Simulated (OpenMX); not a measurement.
Crystal: SiO2.

```
Si O
1.0
    -2.47729    2.47729    3.65567
     2.47729   -2.47729    3.65567
     2.47729    2.47729   -3.65567
Si O
2 4
Direct
  0.75000 0.25000 0.50000
  0.00000 0.00000 0.00000
  0.87500 0.02821 0.65321
  0.77821 0.12500 0.15321
  0.97179 0.62500 0.84679
  0.37500 0.22179 0.34679
```

The cell comes from a database or a generator and needn't be the stable form of this composition.

* Program: OpenMX 3.8.5
* Task: single point
* Functional: PBE
* Potentials or basis: OpenMX 2013 PBE set, Si7.0-s2p2d1, O6.0-s2p2d1, grid cutoff 400 Ry
* k mesh: 9 × 9 × 9
* Occupations: fermi-dirac, width 0.05 eV
* Spin: no spin polarisation

On this cell: pressure 8.2 GPa; largest force 0.709 eV/Å; band gap on the k mesh 6.42 eV, direct.

The same run follows on a disturbed copy (atoms moved at random, drawn with an rms of 0.05 Å):

```
CELL_PARAMETERS angstrom
-2.47729 2.47729 3.65567
2.47729 -2.47729 3.65567
2.47729 2.47729 -3.65567
ATOMIC_POSITIONS crystal
Si 0.74618 0.24992 0.50364
Si 0.00524 0.99513 0.00944
O 0.87470 0.03536 0.65694
O 0.78566 0.13328 0.16771
O 0.96721 0.61505 0.83692
O 0.38207 0.22429 0.35237
```

Problem. What does the disturbed cell give?

Solution. The energy moves by +40.7 meV/atom; pressure 10.3 GPa; largest force 2.995 eV/Å; band gap on the k mesh 6.35 eV, direct.

Forces on the atoms (eV/Å):
```
Si  -1.343  0.665  0.476
Si   0.181 -1.563  0.735
O   -0.700  2.309 -1.775
O   -1.121 -0.691  0.567
O    2.054  1.168  1.424
O    0.955 -1.861 -1.456
```

Caveats: an odd mesh through Γ misses points on the zone boundary, where band edges often lie; the basis of atomic orbitals isn't converged, which shifts pressures, moduli and gaps.
